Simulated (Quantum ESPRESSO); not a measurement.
# AlN (P6_3mc) in Quantum ESPRESSO: notebook

Runs on AlN. Level: PBE. Tasks: band structure.

Program: Quantum ESPRESSO 7.5. These are calculated values, not measurements. Logs are shortened: lines on timing, memory, paths and dates and some standing lists are left out, and cuts for length are marked.

**What was measured.**

“Self-assembly of well-separated AlN nanowires directly on sputtered metallic TiN films”, 2019, arxiv:1910.07391 quotes, for a bulk crystal of AlN at 10 K: band gap 6.034 eV (an exciton energy, a little under the gap).

The results are compared with them further down.

**1. The structure**

It takes space group P6_3mc (No. 186, hexagonal). Conventional cell: a = 3.113 Å, b = 3.113 Å, c = 4.981 Å, α = 90.00°, β = 90.00°, γ = 120.00°. Al (site symmetry 3m) is surrounded by 4 N at 1.89 Å. N (site symmetry 3m) is surrounded by 4 Al at 1.89 Å.

**2. Band structure, PBE**

Contents of pw.in:

```
&CONTROL
  calculation = 'scf'
  prefix = 'pwscf'
  outdir = './tmp'
  pseudo_dir = './pseudo'
  tprnfor = .true.
  tstress = .true.
  disk_io = 'low'
/
&SYSTEM
  ibrav = 0
  celldm(1) = 8
  nat = 4
  ntyp = 2
  ecutwfc = 84
  nbnd = 14
  occupations = 'smearing'
  smearing = 'fd'
  degauss = 0.00367493
/
&ELECTRONS
  conv_thr = 8d-10
  electron_maxstep = 120
  mixing_beta = 0.5
/
ATOMIC_SPECIES
Al    26.9815 Al.upf
N     14.0070 N.upf
CELL_PARAMETERS alat
  0.7353396782450   0.0000000000000   0.0000000000000
 -0.3676698391225   0.6368228417753   0.0000000000000
  0.0000000000000   0.0000000000000   1.1765907283451
ATOMIC_POSITIONS crystal
Al     0.6666666667    0.3333333333    0.5000000000
Al     0.3333333333    0.6666666667    0.0000000000
N      0.6666666667    0.3333333333    0.8800000000
N      0.3333333333    0.6666666667    0.3800000000
K_POINTS automatic
10 10 6 0 0 0
```

Contents of pp_density.in:

```
&INPUTPP
  prefix = 'pwscf'
  outdir = './tmp'
  filplot = 'density.dat'
  plot_num = 0
/
&PLOT
  nfile = 1
  filepp(1) = 'density.dat'
  iflag = 3
  output_format = 6
  fileout = 'density.cube'
/
```

Contents of pp_potential.in:

```
&INPUTPP
  prefix = 'pwscf'
  outdir = './tmp'
  filplot = 'potential.dat'
  plot_num = 11
/
&PLOT
  nfile = 1
  filepp(1) = 'potential.dat'
  iflag = 3
  output_format = 6
  fileout = 'potential.cube'
/
```

Contents of pp_elf.in:

```
&INPUTPP
  prefix = 'pwscf'
  outdir = './tmp'
  filplot = 'elf.dat'
  plot_num = 8
/
&PLOT
  nfile = 1
  filepp(1) = 'elf.dat'
  iflag = 3
  output_format = 6
  fileout = 'elf.cube'
/
```

Contents of bands.in:

```
&CONTROL
  calculation = 'bands'
  prefix = 'pwscf'
  outdir = './tmp'
  pseudo_dir = './pseudo'
  disk_io = 'low'
  verbosity = 'high'
/
&SYSTEM
  ibrav = 0
  celldm(1) = 8
  nat = 4
  ntyp = 2
  ecutwfc = 84
  nbnd = 14
  occupations = 'smearing'
  smearing = 'fd'
  degauss = 0.00367493
/
&ELECTRONS
  conv_thr = 1d-08
  electron_maxstep = 120
  mixing_beta = 0.5
  diago_full_acc = .true.
  startingwfc = 'random'
/
ATOMIC_SPECIES
Al    26.9815 Al.upf
N     14.0070 N.upf
CELL_PARAMETERS alat
  0.7353396782450   0.0000000000000   0.0000000000000
 -0.3676698391225   0.6368228417753   0.0000000000000
  0.0000000000000   0.0000000000000   1.1765907283451
ATOMIC_POSITIONS crystal
Al     0.6666666667    0.3333333333    0.5000000000
Al     0.3333333333    0.6666666667    0.0000000000
N      0.6666666667    0.3333333333    0.8800000000
N      0.3333333333    0.6666666667    0.3800000000
K_POINTS crystal
60
 0.0000000000  0.0000000000  0.0000000000 1
 0.0714285714  0.0000000000  0.0000000000 1
 0.1428571429  0.0000000000  0.0000000000 1
 0.2142857143  0.0000000000  0.0000000000 1
 0.2857142857  0.0000000000  0.0000000000 1
 0.3571428571  0.0000000000  0.0000000000 1
 0.4285714286  0.0000000000  0.0000000000 1
 0.5000000000  0.0000000000  0.0000000000 1
 0.4583333333  0.0833333333  0.0000000000 1
 0.4166666667  0.1666666667  0.0000000000 1
 0.3750000000  0.2500000000  0.0000000000 1
 0.3333333333  0.3333333333  0.0000000000 1
 0.2962962963  0.2962962963  0.0000000000 1
 0.2592592593  0.2592592593  0.0000000000 1
 0.2222222222  0.2222222222  0.0000000000 1
 0.1851851852  0.1851851852  0.0000000000 1
 0.1481481481  0.1481481481  0.0000000000 1
 0.1111111111  0.1111111111  0.0000000000 1
 0.0740740741  0.0740740741  0.0000000000 1
 0.0370370370  0.0370370370  0.0000000000 1
 0.0000000000  0.0000000000  0.0000000000 1
 0.0000000000  0.0000000000  0.1250000000 1
 0.0000000000  0.0000000000  0.2500000000 1
 0.0000000000  0.0000000000  0.3750000000 1
 0.0000000000  0.0000000000  0.5000000000 1
 0.0625000000  0.0000000000  0.5000000000 1
 0.1250000000  0.0000000000  0.5000000000 1
 0.1875000000  0.0000000000  0.5000000000 1
 0.2500000000  0.0000000000  0.5000000000 1
 0.3125000000  0.0000000000  0.5000000000 1
 0.3750000000  0.0000000000  0.5000000000 1
 0.4375000000  0.0000000000  0.5000000000 1
 0.5000000000  0.0000000000  0.5000000000 1
 0.4666666667  0.0666666667  0.5000000000 1
 0.4333333333  0.1333333333  0.5000000000 1
 0.4000000000  0.2000000000  0.5000000000 1
 0.3666666667  0.2666666667  0.5000000000 1
 0.3333333333  0.3333333333  0.5000000000 1
 0.3030303030  0.3030303030  0.5000000000 1
 0.2727272727  0.2727272727  0.5000000000 1
 0.2424242424  0.2424242424  0.5000000000 1
 0.2121212121  0.2121212121  0.5000000000 1
 0.1818181818  0.1818181818  0.5000000000 1
 0.1515151515  0.1515151515  0.5000000000 1
 0.1212121212  0.1212121212  0.5000000000 1
 0.0909090909  0.0909090909  0.5000000000 1
 0.0606060606  0.0606060606  0.5000000000 1
 0.0303030303  0.0303030303  0.5000000000 1
 0.0000000000  0.0000000000  0.5000000000 1
 0.5000000000  0.0000000000  0.5000000000 1
 0.5000000000  0.0000000000  0.4000000000 1
 0.5000000000  0.0000000000  0.3000000000 1
 0.5000000000  0.0000000000  0.2000000000 1
 0.5000000000  0.0000000000  0.1000000000 1
 0.5000000000  0.0000000000  0.0000000000 1
 0.3333333333  0.3333333333  0.0000000000 1
 0.3333333333  0.3333333333  0.1250000000 1
 0.3333333333  0.3333333333  0.2500000000 1
 0.3333333333  0.3333333333  0.3750000000 1
 0.3333333333  0.3333333333  0.5000000000 1
```

Potentials or basis: PseudoDojo 0.4.1 SR PBE standard.

Started as:

```
$ OMP_NUM_THREADS=1 pw.x -in pw.in > pw.out
$ OMP_NUM_THREADS=1 pp.x -in pp_density.in > pp_density.out
$ OMP_NUM_THREADS=1 pp.x -in pp_potential.in > pp_potential.out
$ OMP_NUM_THREADS=1 pp.x -in pp_elf.in > pp_elf.out
$ OMP_NUM_THREADS=1 pw.x -in bands.in > bands.out
```

pw.out:

```text
This program is part of the open-source Quantum ESPRESSO suite
     for quantum simulation of materials; please cite
[... 9 lines left out ...]
     --------------------
     sticks:   dense  smooth     PW     G-vecs:    dense   smooth      PW
     Sum         805     805    241                29383    29383    4661

     Using Slab Decomposition

     bravais-lattice index     =            0
     lattice parameter (alat)  =       8.0000  a.u.
     unit-cell volume          =     282.0993 (a.u.)^3
     number of atoms/cell      =            4
     number of atomic types    =            2
     number of electrons       =        16.00
     number of Kohn-Sham states=           14
     kinetic-energy cutoff     =      84.0000  Ry
     charge density cutoff     =     336.0000  Ry
     scf convergence threshold =      8.0E-10
     mixing beta               =       0.5000
     number of iterations used =            8  plain     mixing
     Exchange-correlation= PBE
                           (   1   4   3   4   0   0   0)

     celldm(1)=   8.000000  celldm(2)=   0.000000  celldm(3)=   0.000000
     celldm(4)=   0.000000  celldm(5)=   0.000000  celldm(6)=   0.000000

     crystal axes: (cart. coord. in units of alat)
               a(1) = (   0.735340   0.000000   0.000000 )
               a(2) = (  -0.367670   0.636823   0.000000 )
               a(3) = (   0.000000   0.000000   1.176591 )

     reciprocal axes: (cart. coord. in units 2 pi/alat)
               b(1) = (  1.359916  0.785148 -0.000000 )
               b(2) = (  0.000000  1.570295  0.000000 )
               b(3) = (  0.000000 -0.000000  0.849913 )

     PseudoPot. # 1 for Al read from file:
     Al.upf
     Pseudo is Norm-conserving + core correction, Zval =  3.0
     Generated using ONCVPSP code by D. R. Hamann
     Using radial grid of 1876 points,  6 beta functions with:
                l(1) =   0
                l(2) =   0
                l(3) =   1
                l(4) =   1
                l(5) =   2
                l(6) =   2

     PseudoPot. # 2 for N  read from file:
     N.upf
     Pseudo is Norm-conserving + core correction, Zval =  5.0
     Generated using ONCVPSP code by D. R. Hamann
     Using radial grid of 1058 points,  4 beta functions with:
                l(1) =   0
                l(2) =   0
                l(3) =   1
                l(4) =   1

     atomic species   valence    mass     pseudopotential
     Al                3.00    26.98150     Al( 1.00)
     N                 5.00    14.00700     N ( 1.00)

     12 Sym. Ops. (no inversion) found ( 6 have fractional translation)

   Cartesian axes

     site n.     atom                  positions (alat units)
         1        Al     tau(   1) = (   0.3676698   0.2122743   0.5882954  )
         2        Al     tau(   2) = (  -0.0000000   0.4245486   0.0000000  )
         3        N      tau(   3) = (   0.3676698   0.2122743   1.0353998  )
         4        N      tau(   4) = (  -0.0000000   0.4245486   0.4471045  )

     number of k points=    56  Fermi-Dirac smearing, width (Ry)=  0.0037
                       cart. coord. in units 2pi/alat
        k(    1) = (   0.0000000   0.0000000   0.0000000), wk =   0.0033333
        k(    2) = (   0.0000000   0.0000000   0.1416522), wk =   0.0066667
        k(    3) = (   0.0000000   0.0000000   0.2833044), wk =   0.0066667
        k(    4) = (   0.0000000   0.0000000  -0.4249566), wk =   0.0033333
        k(    5) = (   0.0000000   0.1570295   0.0000000), wk =   0.0200000
        k(    6) = (   0.0000000   0.1570295   0.1416522), wk =   0.0400000
[... 48 lines left out ...]
        k(   55) = (   0.4079747   0.7066329   0.2833044), wk =   0.0400000
        k(   56) = (   0.4079747   0.7066329  -0.4249566), wk =   0.0200000

     Dense  grid:    29383 G-vectors     FFT dimensions: (  36,  36,  60)

     Initial potential from superposition of free atoms

     starting charge      15.9951, renormalised to      16.0000
     Starting wfcs are   16 randomized atomic wfcs

     Self-consistent Calculation

     iteration #  1     ecut=    84.00 Ry     beta= 0.50
     Davidson diagonalization with overlap
     ethr =  1.00E-02,  avg # of iterations =  4.2

     total energy              =     -50.82064185 Ry
     estimated scf accuracy    <       1.20238368 Ry

     iteration #  2     ecut=    84.00 Ry     beta= 0.50
     Davidson diagonalization with overlap
     ethr =  7.51E-03,  avg # of iterations =  2.0

     total energy              =     -51.15552259 Ry
     estimated scf accuracy    <       0.14020670 Ry

     iteration #  3     ecut=    84.00 Ry     beta= 0.50
     Davidson diagonalization with overlap
     ethr =  8.76E-04,  avg # of iterations =  1.4
[... 50 lines left out ...]
     total energy              =     -51.17716311 Ry
     estimated scf accuracy    <          1.7E-09 Ry

     iteration # 11     ecut=    84.00 Ry     beta= 0.50
     Davidson diagonalization with overlap
     ethr =  1.05E-11,  avg # of iterations =  2.3

     total energy              =     -51.17716311 Ry
     estimated scf accuracy    <          5.2E-09 Ry

     iteration # 12     ecut=    84.00 Ry     beta= 0.50
     Davidson diagonalization with overlap
     ethr =  1.05E-11,  avg # of iterations =  2.0

     End of self-consistent calculation

          k = 0.0000 0.0000 0.0000 (  3693 PWs)   bands (ev):

    -8.0388  -5.8880   1.1319   6.2749   6.2749   6.9261   6.9261   7.1061
    11.3269  13.7821  17.6974  18.2973  18.2973  20.2841

          k = 0.0000 0.0000 0.1417 (  3657 PWs)   bands (ev):

    -7.9323  -6.0961   1.5030   6.3161   6.3161   6.5089   6.8801   6.8801
    11.8157  13.8473  17.5271  18.2647  18.2647  19.4689

          k = 0.0000 0.0000 0.2833 (  3670 PWs)   bands (ev):

    -7.6239  -6.5908   2.4760   5.2262   6.4306   6.4306   6.7562   6.7562
    12.7629  13.9018  17.2623  18.2877  18.3137  18.3138

          k = 0.0000 0.0000-0.4250 (  3688 PWs)   bands (ev):

    -7.1503  -7.1503   3.7932   3.7932   6.5911   6.5911   6.5911   6.5911
    13.5726  13.5726  17.4512  17.4513  18.6138  18.6138
[... 68 lines left out ...]
    -6.3373  -5.4068   1.8437   2.8869   3.8456   5.2116   6.0078   6.3888
    12.6859  13.2936  15.8623  17.0427  18.5149  18.9051

          k = 0.0000 0.6281 0.2833 (  3673 PWs)   bands (ev):

    -6.1475  -5.6082   1.7010   2.3190   4.7790   5.4276   6.1013   6.1330
    12.3346  13.1967  16.1879  17.0485  18.4631  19.2999

          k = 0.0000 0.6281-0.4250 (  3672 PWs)   bands (ev):

    -5.8811  -5.8811   1.8697   1.8697   5.6697   5.6697   5.7470   5.7470
    12.6703  12.6703  16.5724  16.5724  18.8518  18.8518

          k = 0.0000-0.7851 0.0000 (  3658 PWs)   bands (ev):

    -6.0755  -5.3805   1.6886   2.9777   3.7772   5.0445   5.3398   6.4476
    12.9320  12.9503  15.3155  17.4016  18.0466  19.2908

          k = 0.0000-0.7851 0.1417 (  3658 PWs)   bands (ev):

    -6.0240  -5.4187   1.5406   2.6062   4.1673   5.1219   5.6823   6.3312
    12.4680  13.0115  16.0298  16.8833  18.3620  19.4095

          k = 0.0000-0.7851 0.2833 (  3662 PWs)   bands (ev):

    -5.8852  -5.5316   1.3984   1.9822   4.9850   5.3428   6.0344   6.0385
    12.0943  12.9575  16.2128  16.9109  18.4289  19.2193

          k = 0.0000-0.7851-0.4250 (  3676 PWs)   bands (ev):

    -5.7021  -5.7021   1.5354   1.5354   5.6702   5.6702   5.7562   5.7562
    12.4422  12.4422  16.4230  16.4230  18.9146  18.9146

          k = 0.1360 0.2355 0.0000 (  3675 PWs)   bands (ev):

    -7.6659  -5.6880   1.5802   4.9595   5.2076   6.0992   6.7254   6.9212
    12.7044  15.0365  16.3145  16.5594  19.0944  19.3132

          k = 0.1360 0.2355 0.1417 (  3682 PWs)   bands (ev):

    -7.5649  -5.8710   1.8750   5.0677   5.0737   5.9845   6.6506   6.8000
    12.8997  15.0661  16.0730  16.6507  18.8995  19.1973

          k = 0.1360 0.2355 0.2833 (  3684 PWs)   bands (ev):

    -7.2735  -6.3155   2.6324   4.5023   5.3754   5.9400   6.4522   6.4604
    13.4147  14.7979  15.9797  16.7334  18.5977  19.1040
[... 133 lines left out ...]
    -5.7050  -5.4191   2.3640   2.7805   3.2946   4.5758   4.9406   5.5481
    12.6567  15.2600  16.0602  16.5241  18.6565  18.8014

          k = 0.4080 0.7066 0.2833 (  3659 PWs)   bands (ev):

    -5.6253  -5.4582   2.3408   2.3429   3.1162   4.0590   5.7830   6.1641
    13.4899  14.7618  15.5751  15.7394  18.8004  18.9264

          k = 0.4080 0.7066-0.4250 (  3646 PWs)   bands (ev):

    -5.5315  -5.5315   2.2113   2.2113   3.4882   3.4882   6.2968   6.2968
    14.2104  14.2104  15.3870  15.3870  18.9141  18.9141

     the Fermi energy is     9.7880 ev

!    total energy              =     -51.17716311 Ry
     estimated scf accuracy    <          1.5E-10 Ry
     smearing contrib. (-TS)   =      -0.00000000 Ry
     internal energy E=F+TS    =     -51.17716311 Ry

     The total energy is F=E-TS. E is the sum of the following terms:
     one-electron contribution =      -2.07187036 Ry
     hartree contribution      =      11.37783267 Ry
     xc contribution           =     -16.99667714 Ry
     ewald contribution        =     -43.48644828 Ry

     convergence has been achieved in  12 iterations

     Forces acting on atoms (cartesian axes, Ry/au):

     atom    1 type  1   force =     0.00000000   -0.00000000   -0.00507692
     atom    2 type  1   force =     0.00000000   -0.00000000   -0.00507692
     atom    3 type  2   force =     0.00000000    0.00000000    0.00507692
     atom    4 type  2   force =    -0.00000000    0.00000000    0.00507692

     Total force =     0.010154     Total SCF correction =     0.000000

     Computing stress (Cartesian axis) and pressure

          total   stress  (Ry/bohr**3)                   (kbar)     P=       33.53
   0.00019070   0.00000000  -0.00000000           28.05        0.00       -0.00
   0.00000000   0.00019070  -0.00000000            0.00       28.05       -0.00
   0.00000000   0.00000000   0.00030241            0.00        0.00       44.49

=------------------------------------------------------------------------------=
   JOB DONE.
=------------------------------------------------------------------------------=
```

It took 1.9 min on 1 thread of Arm Neoverse V1, shared host; peak memory 0.1 GiB.

What came out:

| Item | Value |
| --- | --- |
| Free energy | -696.3008 eV |
| Pressure | 3.4 GPa |
| Largest force | 0.131 eV/Å |
| Band gap on the k mesh | 4.22 eV, direct |
| Band gap along the path | 4.22 eV, direct |

Forces on the atoms (eV/Å):
```
Al   0.000  0.000 -0.131
Al   0.000  0.000 -0.131
N    0.000  0.000  0.131
N    0.000  0.000  0.131
```

Stress tensor (GPa, compression positive):
```
2.81 0.00 0.00
0.00 2.81 0.00
0.00 0.00 4.45
```

Levels at the corners of the path, in eV from the valence-band top:
```tsv
point	band 6	band 7	band 8	band 9	band 10	band 11
Γ	-0.18	-0.18	0.00	4.22	6.68	10.59
M	-2.06	-1.77	-0.66	5.83	5.84	8.21
K	-2.42	-2.37	-2.37	5.08	8.38	9.70
Γ	-0.18	-0.18	0.00	4.22	6.68	10.59
A	-0.51	-0.51	-0.51	6.47	6.47	10.35
L	-1.44	-1.35	-1.35	5.34	5.34	9.32
H	-3.83	-0.78	-0.78	7.44	7.44	7.88
A	-0.51	-0.51	-0.51	6.47	6.47	10.35
L	-1.44	-1.35	-1.35	5.34	5.34	9.32
M	-2.06	-1.77	-0.66	5.83	5.84	8.21
K	-2.42	-2.37	-2.37	5.08	8.38	9.70
H	-3.83	-0.78	-0.78	7.44	7.44	7.88
```

Caveat: some levels on the path didn't converge.

(Part 1 of 2 ends here.)
